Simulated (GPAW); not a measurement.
# Ru (P6_3/mmc) in GPAW: single point with PBE

Aim: the single point of Ru with PBE.

Program: GPAW 26.7.0. These are calculated values, not measurements. Logs are shortened: lines on timing, memory, paths and dates and some standing lists are left out, and cuts for length are marked. The log counts tension as positive stress, the text compression.

## 1. The crystal as given

It takes space group P6_3/mmc (No. 194, hexagonal). The conventional cell has a = 2.706 Å, b = 2.706 Å, c = 4.282 Å, α = 90.00°, β = 90.00°, γ = 120.00°. Ru (site symmetry -6m2) has 12 Ru at 2.65 to 2.71 Å as nearest neighbours.

## 2. Single point, PBE

run.py

```python
from ase.dft.bandgap import bandgap
from ase.io import read, write
from ase.units import GPa
from gpaw import GPAW, PW

atoms = read('Ru.cif')

calc = GPAW(mode=PW(400),
            xc='PBE',
            kpts={'size': (9, 9, 5), 'gamma': True},
            occupations={'name': 'fermi-dirac', 'width': 0.01},
            setups={'Ru': '8'},
            nbands=-13,
            convergence={'density': 1e-05, 'energy': 1e-05},
            maxiter=150,
            txt='gpaw.txt')
atoms.calc = calc
energy = atoms.get_potential_energy()
forces = atoms.get_forces()
stress = atoms.get_stress()
calc.write('gs.gpw')
write('result.traj', atoms)
print(f'Energy: {energy:.6f} eV')
print('Forces (eV/A):')
print(forces.round(4))
print('Stress (GPa):', (stress / GPa).round(3))
print('Fermi level:', round(calc.get_fermi_level(), 4), 'eV')
print(f'Gap: {bandgap(calc)[0]:.4f} eV, direct: {bandgap(calc, direct=True)[0]:.4f} eV')
```

Ru.cif

```cif
data_Ru
_cell_length_a 2.70580000
_cell_length_b 2.70580000
_cell_length_c 4.28190000
_cell_angle_alpha 90.00000000
_cell_angle_beta 90.00000000
_cell_angle_gamma 120.00000000
_space_group_name_H-M_alt 'P1'
_space_group_name_Hall 'P 1'
_space_group_IT_number 1
loop_
_space_group_symop_operation_xyz
'x,y,z'
loop_
_atom_site_label
_atom_site_type_symbol
_atom_site_symmetry_multiplicity
_atom_site_Wyckoff_symbol
_atom_site_fract_x
_atom_site_fract_y
_atom_site_fract_z
_atom_site_occupancy
Ru1 Ru 1 a 0.6666666667 0.3333333333 0.7500000000 1
Ru2 Ru 1 a 0.3333333333 0.6666666667 0.2500000000 1
```

Potentials or basis: GPAW PAW data sets (gpaw-data 1.2.1), other valence, pw.

Run with:

```
$ OMP_NUM_THREADS=1 python run.py
```

gpaw.txt:

```text
__  _  _
 | _ |_)|_||  |
 |__||  | ||/\| - 26.7.0

Input parameters:
  mode=PW(ecut=400.0),
  convergence={'density': 1e-05, 'energy': 1e-05},
  kpts=MonkhorstPack(size=(9, 9, 5), gamma=True),
  maxiter=150,
  nbands=-13,
  occupations=Occupations(name='fermi-dirac', width=0.01),
  setups={'Ru': '8'},
  xc=XC(name='PBE')

Diagonalizing LCAO Hamiltonian
Converting LCAO to pw mode

          Ru

        Ru

Atoms  # Å, Bohr magnetons
|   | symbol |         x |        y |        z |    initial magnetic moments |
|---|--------|-----------|----------|----------|-----------------------------|
| 0 |     Ru |  1.352900 | 0.781097 | 3.211425 | ( 0.0000,  0.0000,  0.0000) |
| 1 |     Ru | -0.000000 | 1.562194 | 1.070475 | ( 0.0000,  0.0000,  0.0000) |

Unit cell  # Å
| periodic |         x |        y |        z |  lengths |     angles |
|----------|-----------|----------|----------|----------|------------|
|      yes |  2.705800 | 0.000000 | 0.000000 | 2.705800 |  90.000000 |
|      yes | -1.352900 | 2.343292 | 0.000000 | 2.705800 |  90.000000 |
|      yes |  0.000000 | 0.000000 | 4.281900 | 4.281900 | 120.000000 |

Number of symmetries: 12
Symmetry operations  # r_c * U_cc + t_c -> r_c
|    | kind |            matrix            |
|----|------|------------------------------|
|  0 |  σ   |  1, 1, 0,  0,-1, 0,  0, 0, 1 |
|  1 |  S6  |  1, 1, 0, -1, 0, 0,  0, 0,-1 |
|  2 |  E   |  1, 0, 0,  0, 1, 0,  0, 0, 1 |
|  3 |  C2  |  1, 0, 0, -1,-1, 0,  0, 0,-1 |
|  4 |  C2  |  0, 1, 0,  1, 0, 0,  0, 0,-1 |
|  5 |  C3  |  0, 1, 0, -1,-1, 0,  0, 0, 1 |
|  6 |  S6  |  0,-1, 0,  1, 1, 0,  0, 0,-1 |
|  7 |  σ   |  0,-1, 0, -1, 0, 0,  0, 0, 1 |
|  8 |  σ   | -1, 0, 0,  1, 1, 0,  0, 0, 1 |
|  9 |  i   | -1, 0, 0,  0,-1, 0,  0, 0,-1 |
| 10 |  C3  | -1,-1, 0,  1, 0, 0,  0, 0, 1 |
| 11 |  C2  | -1,-1, 0,  0, 1, 0,  0, 0,-1 |

BZ-sampling:
  Number of BZ points: 405
  Number of IBZ points: 50

  Monkhorst-Pack size: [9, 9, 5]
  Monkhorst-Pack shift: [0, 0, 0]

K-points  # in reciprocal-cell coordinates
|     |                                coordinates |     weight |
|-----|--------------------------------------------|------------|
|   0 | (  0.00000000,   0.00000000,   0.00000000) | 0.00246914 |
|   1 | (  0.00000000,   0.00000000,   0.20000000) | 0.00493827 |
|   2 | (  0.00000000,   0.00000000,   0.40000000) | 0.00493827 |
|   3 | (  0.11111111,   0.00000000,  -0.40000000) | 0.01481481 |
|   4 | (  0.11111111,   0.00000000,  -0.20000000) | 0.01481481 |
|   5 | (  0.11111111,   0.00000000,   0.00000000) | 0.01481481 |
|   6 | (  0.11111111,   0.00000000,   0.20000000) | 0.01481481 |
|   7 | (  0.11111111,   0.00000000,   0.40000000) | 0.01481481 |
|   8 | (  0.22222222,  -0.11111111,   0.00000000) | 0.01481481 |
|   9 | (  0.22222222,  -0.11111111,   0.20000000) | 0.02962963 |
| ... |                                            |            |
|  49 | (  0.44444444,   0.44444444,   0.40000000) | 0.02962963 |

Plane wave coefficients: 512
Cutoff: 400.0 eV

Spin-components: 1 (collinear spins)
Bands:           21
Projectors:      12
Spin-degeneracy: 2
Datatype:        complex128

Density:
  Valence electrons: 16.0
  Components: 1
  Grid points: [14 14 20]
  Charge: 0.0  # |e|

Potential:
  Grid points: [14 14 20]

species:
  Ru:
    name:    Ruthenium
    Z:       44.0
    valence: 8
    core:    36
    charge:  0.0  # [|e|]
    compensation charges:
      type: gauss
      rc: 0.44  # [Å]
      lmax: 2
    cutoffs:
      filter: 2.43  # [Å]
      core: 3.17  # [Å]
    projectors
    | kind |    occ | energy [eV] | rcut [Å] |
    |------|--------|-------------|----------|
    |   5s |  1.000 |      -4.237 |    1.376 |
    |   5p |  0.000 |      -0.913 |    1.376 |
    |   4d |  7.000 |      -5.203 |    1.376 |
    |    s |        |      22.975 |    1.376 |
    |    p |        |      26.298 |    1.376 |
    |    d |        |      22.008 |    1.376 |

    Using partial waves for Ru as LCAO basis

Reference energy: -246490.249941  # eV

eigensolver:
  PPCG
  Converge bands: occupied
  niter=2

density mixing:
  MSR1-Mixer
  Pratt-step length: 0.05
  Maximum mixing coefficient: 0.75
  Old densities: 10
  SVD Regularization: 0.005
  Good broyden scale: 1.0
  Trust region scale: 1.0
  Backstep threshold: 4.0
  History deletion threshold: 6.0
  Fourier metric: weight=20.0, sigma=0.015

occupation numbers:
  Fermi-Dirac:
    width: 0.0100  # eV

poisson solver:
  ecut: 3200.0  # eV

xc functional:
  name: PBE with 2 nearest neighbor stencil

convergence criteria:
- Maximum integral of absolute [dens]ity change: 1e-05 electrons / valence electron
- Maximum [total energy] change in last 3 cyles: 1e-05 eV / valence electron
- Maximum integral of absolute [eigenst]ate change: 4e-08 eV^2 / valence electron
maximum number of iterations: 150

SCF iterations
|iter     | |      energy | eigst |  dens |
|---------|-|-------------|-------|-------|
|iter:   1| |  -19.513370 | +0.23 |       |
|iter:   2| |  -19.220947 | -2.10 | -0.78 |
|iter:   3| |  -17.995751 | -1.52 | -0.83 |
|iter:   4| |  -17.987590 | -3.05 | -1.89 |
|iter:   5| |  -17.987492 | -3.02 | -2.34 |
|iter:   6| |  -17.987659 | -4.74 | -3.12 |
|iter:   7| |  -17.987659 | -6.15 | -3.56 |
|iter:   8| |  -17.987657c| -7.34 | -4.20 |
|iter:   9| |  -17.987657c| -7.97c| -4.75 |
|iter:  10| |  -17.987657c| -8.27c| -5.31c|

Converged in 10 steps
Energy contributions relative to reference atoms: (reference = -246490.249941)

Energy contributions:
  Kinetic:         -22.129166
  Coulomb:          14.117175
  Zero:              0.529981
  External:          0.000000
  Xc:              -10.505336
  Entropy:          -0.000623
  Spinorbit:         0.000000
  ----------------------------
  Free energy:     -17.987969
  Extrapolated:    -17.987657

dipole moment: (-0.000006, -0.000010, -0.000017)  # |e|*Ang

Fermi level: 11.718
Eigenvalues  # (at kpt = [0.000, 0.000, 0.000])
| band index |      eig [eV] | occ [0-2] |
|------------|---------------|-----------|
|          0 |         3.648 |     2.000 |
|          1 |         5.466 |     2.000 |
|          2 |         9.018 |     2.000 |
|          3 |         9.018 |     2.000 |
|          4 |         9.212 |     2.000 |
|          5 |         9.696 |     2.000 |
|          6 |         9.696 |     2.000 |
|          7 |        10.243 |     2.000 |
|          8 |        10.243 |     2.000 |
|          9 |        12.810 |     0.000 |
|         10 |        12.810 |     0.000 |
|         11 |        12.961 |     0.000 |
|         12 |        22.004 |     0.000 |
|         13 |        28.316 |     0.000 |
|         14 |        31.592 |     0.000 |
|         15 |        31.888 |     0.000 |
|         16 |        35.786 |     0.000 |
|        ... |               |           |
|         20 |        37.529 |     0.000 |

No gap
No difference between direct/indirect transitions

Forces  # eV/Ang
|        x |       y |        z |
|----------|---------|----------|
|  0.00000 | 0.00000 |  0.00000 |  # Ru   0
| -0.00000 | 0.00000 | -0.00000 |  # Ru   1

Stress tensor  # eV/Ang^3
|         x |         y |         z |
|-----------|-----------|-----------|
| -0.070575 |  0.000000 |  0.000000 |
|  0.000000 | -0.070575 |  0.000000 |
|  0.000000 |  0.000000 | -0.083136 |

# Writing to gs.gpw (mode='')
```

Run time: 12 s. Hardware: 1 thread of Arm Neoverse V1, shared host; peak memory 0.13 GiB.

The run converged, but some of its settings lie outside the range that counts as converged, so its numbers aren't taken as properties of the crystal.

What came out:

```yaml
Free_energy: -17.9880 eV
Pressure: 12.0 GPa
Band_gap_on_the_k_mesh: none (metal or under the smearing width)
```

Caveat: the cutoff is short for stress and forces, so pressures can be off by a GPa or more.
